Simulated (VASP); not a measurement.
# CdF2 (Fm-3m) in VASP: notebook, part 2 of 2

VASP 6.6.1. Earlier steps stand in the parts before.

### 3 Phonons, PBE

This run uses another cell than the first one, of 13.77 Å³/atom, 1.053 times its volume.

Input file POSCAR:

```
CdF2
1.0
    0.0000000000      2.7440336909      2.7440336909
    2.7440336909     -0.0000000000      2.7440336909
    2.7440336909      2.7440336909      0.0000000000
  Cd              F
     1     2
Direct
     1.0000000000000000    0.0000000000000000    1.0000000000000000
     0.2500000000000000    0.2500000000000000    0.2500000000000000
     0.7500000000000000    0.7500000000000000    0.7500000000000000
```

Input file INCAR.step1:

```
PREC = Accurate ; ENCUT = 600
EDIFF = 1E-8 ; ISMEAR = 0
SIGMA = 0.03 ; LREAL = F
LASPH = T ; NELM = 80
ALGO = Normal ; ISIF = 3
LWAVE = F ; LCHARG = F
GGA = PE ; KPAR = 2
IBRION = 2 ; NSW = 40
EDIFFG = -0.002
```

Input file INCAR.step2:

```
PREC = Accurate ; ENCUT = 600
EDIFF = 1E-8 ; ISMEAR = 0
SIGMA = 0.03 ; LREAL = F
LASPH = T ; NELM = 80
ALGO = Normal ; ISIF = 2
LWAVE = F ; LCHARG = F
GGA = PE ; KPAR = 2
IBRION = 6 ; NFREE = 2
POTIM = 0.015 ; NSW = 1
```

Input file KPOINTS:

```
regular mesh
0
Gamma
  10 10 10
```

Potentials or basis: VASP PAW PBE potentials, release 64 (Cd, F).

Started as:

```
> cat potpaw_PBE.64/Cd/POTCAR potpaw_PBE.64/F/POTCAR > POTCAR
> cp INCAR.step1 INCAR
> mpirun -np 2 vasp_std > vasp.out
> cp CONTCAR POSCAR
> cp INCAR.step2 INCAR
> mpirun -np 2 vasp_std > vasp.out
```

OUTCAR:

```text
PREC = Accurate
   ENCUT = 600
   EDIFF = 1E-8
   ISMEAR = 0
   LREAL = F
   LASPH = T
   NELM = 80
   ISIF = 2
   GGA = PE
   IBRION = 6
   NFREE = 2
   POTIM = 0.015
   NSW = 1

 ion  position               nearest neighbor table
   1  0.000  0.000  0.000-   3 2.38   3 2.38   3 2.38   2 2.38   2 2.38   2 2.38   3 2.38   2 2.38

   2  0.250  0.250  0.250-   1 2.38   1 2.38   1 2.38   1 2.38
   3  0.750  0.750  0.750-   1 2.38   1 2.38   1 2.38   1 2.38

  LATTYP: Found a face centered cubic cell.
 ALAT       =     5.4880673818

  Lattice vectors:

 A1 = (   0.0000000000,   2.7440336909,   2.7440336909)
 A2 = (   2.7440336909,   0.0000000000,   2.7440336909)
 A3 = (   2.7440336909,   2.7440336909,   0.0000000000)

Analysis of symmetry for initial positions (statically):
=====================================================================
 Subroutine PRICEL returns:
 Original cell was already a primitive cell.

 Routine SETGRP: Setting up the symmetry group for a
 face centered cubic supercell.

 Subroutine GETGRP returns: Found 48 space group operations
 (whereof 48 operations were pure point group operations)
 out of a pool of 48 trial point group operations.

The static configuration has the point symmetry O_h .

Analysis of symmetry for dynamics (positions and initial velocities):
=====================================================================
 Subroutine PRICEL returns:
 Original cell was already a primitive cell.

 Routine SETGRP: Setting up the symmetry group for a
 face centered cubic supercell.

 Subroutine GETGRP returns: Found 48 space group operations
 (whereof 48 operations were pure point group operations)
 out of a pool of 48 trial point group operations.

[... 306 lines left out ...]
  ---------------------------------------------------
  free energy    TOTEN  =       -10.90873588 eV

  energy without entropy =      -10.90873588  energy(sigma->0) =      -10.90873588

 E-fermi :  -1.5707     XC(G=0): -10.1148

 val. band max:       -1.7187240344   @ k =  -0.3000   0.5000   0.2000
 cond. band min:       1.1623425253   @ k =   0.0000   0.0000   0.0000
 fundamental gap:      2.8810665597
 Fermi energy:        -1.5706595280

 k-point     1 :       0.0000    0.0000    0.0000
  band No.  band energies     occupation
      1     -22.2277      2.00000
      2     -21.2677      2.00000
      3      -7.1927      2.00000
      4      -7.1840      2.00000
      5      -7.1755      2.00000
      6      -6.2031      2.00000
[... 457 lines left out ...]
      4      -6.6499      2.00000
      5      -6.5775      2.00000
      6      -6.2036      2.00000
[... 9 lines left out ...]
     16      11.2816      0.00000
     17      11.8913      0.00000

 [... further k-points ...]
[... 5 lines left out ...]
  --------------------------------------------------------------------------------------
  -------------------------------------------------------------------------------------
  Total        0.0049497      0.0036170      0.0036170      0.0000000      0.0206222      0.0000000
  in kB        0.1919072      0.1402363      0.1402363      0.0000000      0.7995526      0.0000000
  external PRESSURE =       0.1574599 kB  Pullay stress =       0.0000000 kB
[... 18 lines left out ...]
  FREE ENERGIE OF THE ION-ELECTRON SYSTEM (eV)
  ---------------------------------------------------
  free  energy   TOTEN  =       -10.9087358755 eV

  energy  without entropy=      -10.9087358755  energy(sigma->0) =      -10.90873588

 INTERNAL STRAIN TENSORS FROM DISPLACED ATOMS
 ============================================

 INTERNAL STRAIN TENSOR FOR ION    1 for displacements in x,y,z  (eV/Angst):
          X           Y           Z          XY          YZ          ZX
  --------------------------------------------------------------------------------
  x     0.00000     0.00000     0.00000     0.00000     0.00000     0.00000
  y     0.00000     0.00000     0.00000     0.00000     0.00000     0.00000
  z     0.00000     0.00000     0.00000     0.00000     0.00000     0.00000

 INTERNAL STRAIN TENSOR FOR ION    3 for displacements in x,y,z  (eV/Angst):
          X           Y           Z          XY          YZ          ZX
  --------------------------------------------------------------------------------
  x     0.00000     0.00000     0.00000     0.00000     1.37383     0.00000
  y     0.00000    -0.00000     0.00000     0.00000     0.00000     1.37383
  z     0.00000     0.00000     0.00000     1.37383     0.00000     0.00000

 Eigenvectors and eigenvalues of the dynamical matrix
 ----------------------------------------------------

   1 f  =    8.626485 THz    54.201803 2PiTHz  287.748563 cm-1    35.676259 meV
             X         Y         Z           dx          dy          dz
      0.000000  0.000000  0.000000    -0.000000    0.000000    0.000000
      1.372017  1.372017  1.372017     0.007289   -0.666869    0.235017
      4.116051  4.116051  4.116051    -0.007289    0.666869   -0.235017
[... 43 lines left out ...]
   9 f/i=    0.000788 THz     0.004951 2PiTHz    0.026284 cm-1     0.003259 meV
             X         Y         Z           dx          dy          dz
      0.000000  0.000000  0.000000    -0.082339   -0.846142    0.157341
      1.372017  1.372017  1.372017    -0.033839   -0.347746    0.064664
      4.116051  4.116051  4.116051    -0.033839   -0.347746    0.064664

 ELASTIC MODULI CONTR FROM IONIC RELAXATION (kBar)
 Direction    XX          YY          ZZ          XY          YZ          ZX
 --------------------------------------------------------------------------------
 XX          -0.0000     -0.0000     -0.0000     -0.0000     -0.0000     -0.0000
 YY          -0.0000     -0.0000     -0.0000     -0.0000     -0.0000      0.0000
 ZZ          -0.0000     -0.0000     -0.0000     -0.0000     -0.0000     -0.0000
 XY          -0.0000     -0.0000     -0.0000    -25.3007     -0.0000     -0.0000
 YZ          -0.0000     -0.0000     -0.0000     -0.0000    -25.3007      0.0000
 ZX          -0.0000      0.0000     -0.0000     -0.0000      0.0000    -25.3007
 --------------------------------------------------------------------------------
```

It took 88 s on 2 MPI ranks of Intel Xeon Platinum 8559C (Emerald Rapids), shared host; peak memory 0.34 GiB.

Results:

```
Highest phonon frequency at Γ, LO-TO splitting left out : 288 cm⁻¹
```

Phonon frequencies in cm⁻¹ (negative: imaginary):
```tsv
q point	frequencies
(0.000, 0.000, 0.000)	0 0 0 202 202 202 288 288 288
```

### 4 Dielectric tensor, PBE

This run uses another cell than the first one, of 13.77 Å³/atom, 1.053 times its volume.

Input file INCAR:

```
PREC = Accurate ; ENCUT = 600
EDIFF = 1E-8 ; ISMEAR = 0
SIGMA = 0.03 ; LREAL = F
LASPH = T ; NELM = 80
ALGO = Normal ; ISIF = 2
LWAVE = F ; LCHARG = F
GGA = PE ; LEPSILON = T
KPAR = 2
```

Input file KPOINTS:

```
regular mesh
0
Monkhorst-Pack
  14 14 14
```

Input file POSCAR:

```
CdF2                                    
1.0
    0.0000000000      2.7440336909      2.7440336909
    2.7440336909      0.0000000000      2.7440336909
    2.7440336909      2.7440336909      0.0000000000
  Cd              F             
     1     2
Direct
     0.0000000000000000    0.0000000000000000    0.0000000000000000
     0.2500000000000000    0.2500000000000000    0.2500000000000000
     0.7500000000000000    0.7500000000000000    0.7500000000000000
```

Potentials or basis: VASP PAW PBE potentials, release 64 (Cd, F).

Started as:

```
> cat potpaw_PBE.64/Cd/POTCAR potpaw_PBE.64/F/POTCAR > POTCAR
> mpirun -np 2 vasp_std > vasp.out
```

OUTCAR:

```text
PREC = Accurate
   ENCUT = 600
   EDIFF = 1E-8
   ISMEAR = 0
   LREAL = F
   LASPH = T
   NELM = 80
   ISIF = 2
   GGA = PE
   LEPSILON = T

 ion  position               nearest neighbor table
   1  0.000  0.000  0.000-   3 2.38   3 2.38   3 2.38   2 2.38   2 2.38   2 2.38   3 2.38   2 2.38

   2  0.250  0.250  0.250-   1 2.38   1 2.38   1 2.38   1 2.38
   3  0.750  0.750  0.750-   1 2.38   1 2.38   1 2.38   1 2.38

  LATTYP: Found a face centered cubic cell.
 ALAT       =     5.4880673818

  Lattice vectors:

 A1 = (   0.0000000000,   2.7440336909,   2.7440336909)
 A2 = (   2.7440336909,   0.0000000000,   2.7440336909)
 A3 = (   2.7440336909,   2.7440336909,   0.0000000000)

Analysis of symmetry for initial positions (statically):
=====================================================================
 Subroutine PRICEL returns:
 Original cell was already a primitive cell.

 Routine SETGRP: Setting up the symmetry group for a
 face centered cubic supercell.

 Subroutine GETGRP returns: Found 48 space group operations
 (whereof 48 operations were pure point group operations)
 out of a pool of 48 trial point group operations.

[... 705 lines left out ...]
  free energy    TOTEN  =        -0.22081467 eV

  energy without entropy =       -0.22081467

------------------------ aborting loop because EDIFF is reached ----------------------------------------

 PIEZOELECTRIC TENSOR FIELD DIRECTION 3  (e Angst)
 -----------------------------------------------------------------------------
    -0.00007  0.00000  0.00000           ( -0.00001  0.00000  0.00000)
     0.00000 -0.00007  0.00000           (  0.00000 -0.00001  0.00000)
    -0.00000  0.00000 -0.00036           (  0.00000  0.00000 -0.00002)

 PIEZOELECTRIC TENSOR FIELD DIRECTION 3  (C/m^2)
 -----------------------------------------------------------------------------
    -0.00003  0.00000  0.00000
     0.00000 -0.00003  0.00000
    -0.00000  0.00000 -0.00014

 MACROSCOPIC STATIC DIELECTRIC TENSOR (including local field effects in DFT)
 ------------------------------------------------------
           2.816609     0.000000    -0.000000
           0.000000     2.816609    -0.000000
          -0.000000     0.000000     2.816609
 ------------------------------------------------------

 PIEZOELECTRIC TENSOR (including local field effects)  for field in x, y, z        (e  Angst)
          XX          YY          ZZ          XY          YZ          ZX
  --------------------------------------------------------------------------------
  x     0.00000     0.00000     0.00000     0.00000     0.00000     0.00000
  y     0.00000     0.00000     0.00000     0.00000     0.00000     0.00000
  z     0.00000     0.00000     0.00000     0.00000     0.00000     0.00000

 PIEZOELECTRIC TENSOR (including local field effects)  for field in x, y, z        (C/m^2)
          XX          YY          ZZ          XY          YZ          ZX
  --------------------------------------------------------------------------------
  x     0.00000     0.00000     0.00000     0.00000     0.00000     0.00000
  y     0.00000     0.00000     0.00000     0.00000     0.00000     0.00000
  z     0.00000     0.00000     0.00000     0.00000     0.00000     0.00000

 BORN EFFECTIVE CHARGES (including local field effects) (in |e|, cummulative output)
 ---------------------------------------------------------------------------------
 ion    1
    1     2.45278     0.00000     0.00000
    2     0.00000     2.45278     0.00000
    3     0.00000     0.00000     2.45278
 ion    2
    1    -1.22639     0.00000     0.00000
    2     0.00000    -1.22639     0.00000
    3     0.00000     0.00000    -1.22639
 ion    3
    1    -1.22639     0.00000     0.00000
    2     0.00000    -1.22639     0.00000
    3     0.00000     0.00000    -1.22639
```

stdout:

```text
POSCAR found type information on POSCAR CdF
 POSCAR found :  2 types and       3 ions
 scaLAPACK will be used
 LDA part: xc-table for (Slater+PW92), standard interpolation
 -----------------------------------------------------------------------------
|                                                                             |
|           W    W    AA    RRRRR   N    N  II  N    N   GGGG   !!!           |
[... 38 lines left out ...]
  Direction:   1
 dielectric tensor                  component  1 :     2.817     0.020    -0.020
 Linear response to external field, progress :
  Direction:   2
 dielectric tensor                  component  2 :     0.020     2.817    -0.020
 Linear response to external field, progress :
  Direction:   3
 dielectric tensor                  component  3 :     0.024    -0.024     2.817
 Born effective charges drift removed
```

It took 10 min on 2 MPI ranks of Intel Xeon Platinum 8559C (Emerald Rapids), shared host; peak memory 1.4 GiB.

Results:

```
Electronic dielectric tensor (diagonal) : 2.82
Born charges (mean of the diagonal)     : Cd +2.45; F -1.23 e
```

Electronic dielectric tensor:
```
2.82 0.00 0.00
0.00 2.82 0.00
0.00 0.00 2.82
```

Born effective charge tensors (e):
atom 1, Cd
```
2.45 0.00 0.00
0.00 2.45 0.00
0.00 0.00 2.45
```
atom 2, F
```
-1.23  0.00  0.00
 0.00 -1.23  0.00
 0.00  0.00 -1.23
```
atom 3, F
```
-1.23  0.00  0.00
 0.00 -1.23  0.00
 0.00  0.00 -1.23
```
